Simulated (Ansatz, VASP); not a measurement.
**Two plane-wave programs on ZnS**

```xyz
2
Lattice="0.0000 2.6780 2.6780 2.6780 0.0000 2.6780 2.6780 2.6780 0.0000" Properties=species:S:1:pos:R:3 pbc="T T T"
Zn    0.0000    0.0000    0.0000
S     1.3390    1.3390    1.3390
```

Alike in both runs: functional PBEsol; k mesh 10 × 10 × 10; occupations gaussian, width 0.02 eV; no spin polarisation.

Ansatz relaxed the structure, and its values are those at the end. VASP's run is a single point on that final structure, the one shown.

|  | VASP | Ansatz |
| --- | --- | --- |
| version | VASP 6.6.1 | Ansatz 0.2.0 |
| potentials or method | VASP PAW PBE potentials, release 64 (Zn, S) | scalar-relativistic, plane waves, PAW |
| plane-wave cutoff (eV) | 520 | 420 |
| valence electrons in the cell | 18 | 18 |

```tsv
	VASP	Ansatz	Ansatz less VASP
gap on the k mesh at the Fermi level (eV)	2.09	2.09	-0.007
least direct gap on the mesh (eV)	2.09	2.09	-0.007
pressure (GPa)	0.2	0.0	-0.20
```

The functional is the same, so the differences come from potentials, cutoffs and numerics.

Caveats: the PAW data sets were made with another functional, which shifts forces and pressure a little (VASP). As with any semilocal functional, this PBEsol gap is likely too small.
